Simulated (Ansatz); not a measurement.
# LiCl: the cost of one run

Method: DFT PBE, scalar-relativistic, plane waves, PAW, in Ansatz 0.2.0.

## (1) The system as given

The structure is hexagonal, space group P6_3/mmc (No. 194). Conventional cell: a = 3.580 Å, b = 3.580 Å, c = 11.798 Å, α = 90.00°, β = 90.00°, γ = 120.00°. Around Li (site symmetry 3m) lie 6 Cl at 2.54 Å. Cl (site symmetry -6m2) is surrounded by 6 Li at 2.54 Å. Cl (site symmetry -3m) has 6 Li at 2.54 Å as nearest neighbours.

Structure file:

```
Li Cl
1.0
     3.58030    0.00000    0.00000
    -1.79015    3.10063    0.00000
     0.00000    0.00000   11.79774
Li Cl
4 4
Direct
  0.33333 0.66667 0.87500
  0.66667 0.33333 0.12500
  0.66667 0.33333 0.37500
  0.33333 0.66667 0.62500
  0.66667 0.33333 0.75000
  0.00000 0.00000 0.00000
  0.33333 0.66667 0.25000
  0.00000 0.00000 0.50000
```

Recipe of the guess: close-packed anion layers stacked ABCB|A, with sites between them filled layer by layer (P6_3/mmc, No. 194). The dimensions are guesses.

## (2) Probe: one point on a coarse mesh

The input, input.yaml:

```yaml
crystal:
  lattice:
    - [3.58030362, 0.0, 0.0]
    - [-1.79015181, 3.10063389, 0.0]
    - [0.0, 0.0, 11.79774221]
  atoms:
    - { symbol: Li, position: [0.33333333, 0.66666667, 0.875] }
    - { symbol: Li, position: [0.66666667, 0.33333333, 0.125] }
    - { symbol: Li, position: [0.66666667, 0.33333333, 0.375] }
    - { symbol: Li, position: [0.33333333, 0.66666667, 0.625] }
    - { symbol: Cl, position: [0.66666667, 0.33333333, 0.75] }
    - { symbol: Cl, position: [0.0, 0.0, 0.0] }
    - { symbol: Cl, position: [0.33333333, 0.66666667, 0.25] }
    - { symbol: Cl, position: [0.0, 0.0, 0.5] }
basis:
  ecutwfc: 420
kpoints:
  mp_grid: { grid: [6, 6, 2] }
hamiltonian:
  xc: pbe
scf:
  occupations: { method: gaussian, width: 0.1 }
  lower_state_search: "off"
output:
  forces: true
  stress: true
  eigenvalues: true
```

Started as:

```console
ansatz run input.yaml --threads 1 --pin off --max-ram 2048MiB --backend cpu --events-out ev --progress --plain --runs-dir out
```

Q: Estimate wall time and peak memory on 1 thread of Intel Xeon Platinum 8259CL at 2.50GHz (Skylake/Cascade Lake), shared host.

About 2.8 s, with a peak of 0.41 GiB.
